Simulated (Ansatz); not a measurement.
Runs of Ansatz 0.2.0 on In. It takes space group Im-3m (No. 229, cubic). The conventional cell has a = 3.765 Å, b = 3.765 Å, c = 3.765 Å, α = 90.00°, β = 90.00°, γ = 90.00°. Around In (site symmetry m-3m) lie 8 In at 3.26 Å. This isn't the form of In at room conditions, which is tetragonal.

```csv
task,level,spin,cell,k mesh,cutoff (eV),smearing,driver,mesh quality,gap on the mesh (eV),pressure (GPa),V0 of scaled cells (Å³/atom),relaxed volume (Å³/atom),B0 (GPa)
relaxation of cell and atoms,PBEsol,off,relaxed,10 × 10 × 10,420,fermi-dirac 0.05 eV,-,not flagged,none,0.0,-,25.76,-
equation of state,PBEsol,off,as given,10 × 10 × 10,420,fermi-dirac 0.05 eV,-,not flagged,-,-,25.77,-,(b)
single point,PBE0,off,as given,5 × 5 × 5,420,fermi-dirac 0.05 eV,-,coarse,none,-,-,-,-
equation of state,HSE06,off,as given,6 × 6 × 6,420,fermi-dirac 0.05 eV,-,coarse,-,-,26.43,-,43
relaxation of cell and atoms,r2SCAN+D3(BJ),"collinear, random start",relaxed,10 × 10 × 10,500,fermi-dirac 0.1 eV,chain,not flagged,none,0.0,-,(a),-
```

Alike in all rows: potentials or basis Ansatz PAW.

Problem. Estimate the missing entries.

Solution. (a) 25.96; (b) 42.

Caveats: some runs use coarse meshes; the PAW data sets come from PBE, with cores solved anew for the run's functional, which leaves a small shift of forces and pressure; the plane-wave basis is chosen anew once the cell has moved, so the energies of steps on either side of that aren't comparable (some runs); pairwise dispersion overbinds metals, which lowers pressure and volume (some runs).

A k mesh can miss the band edges, and the runs leave out spin-orbit coupling on In.

A gap of «none» marks a metal or a gap under the smearing width.

Not every run made on this cell is shown here.
